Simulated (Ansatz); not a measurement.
**NiO (zincblende): a single-point run**

Aim: a sound single-point run of NiO (zincblende). The structure is shown as the input types it.

Method: DFT PBE, scalar-relativistic, plane waves, PAW, in Ansatz 0.2.0.

1 further run of the same task is left out (it didn't finish). Runs told in other sessions of the task aren't counted.

## 1. The starting structure

Symmetry: F-43m, No. 216, cubic system. The conventional cell has a = 4.482 Å, b = 4.482 Å, c = 4.482 Å, α = 90.00°, β = 90.00°, γ = 90.00°. Around Ni (site symmetry -43m) lie 4 O at 1.94 Å. O (site symmetry -43m) is surrounded by 4 Ni at 1.94 Å.

As a file:

```xyz
2
Lattice="0.0000 2.2410 2.2410 2.2410 0.0000 2.2410 2.2410 2.2410 0.0000" Properties=species:S:1:pos:R:3 pbc="T T T"
Ni    0.0000    0.0000    0.0000
O     1.1205    1.1205    1.1205
```

## 2. The calculation

The input, input.yaml:

```yaml
crystal:
  lattice:
    - [0.0, 2.2409531277, 2.2409531277]
    - [2.2409531277, 0.0, 2.2409531277]
    - [2.2409531277, 2.2409531277, 0.0]
  atoms:
    - { symbol: Ni, position: [0.0, 0.0, 0.0], spin: 2.0 }
    - { symbol: O, position: [0.25, 0.25, 0.25] }
basis:
  ecutwfc: 420
  ecutrho_ratio: 4
kpoints:
  mp_grid: { grid: [12, 12, 12] }
hamiltonian:
  xc: pbe
scf:
  occupations: { method: gaussian, width: 0.05 }
  max_iter: [1, 2]
output:
  forces: true
  stress: true
magnetization:
  spin_polarized: true
```

Started as:

```
ansatz run input.yaml --threads 2 --pin off --max-ram 2662MiB --backend cpu --events-out ev --progress --plain --runs-dir out
```

Q: Will this input give a usable result? If not, why, and what should change?

The run ended at the input check. The line that matters: «line 18 column 13: expected string scalar»

The suspect setting: scf.max_iter is [1, 2]. A value is not one that its key takes.

Fix: delete scf.max_iter (the default then holds).
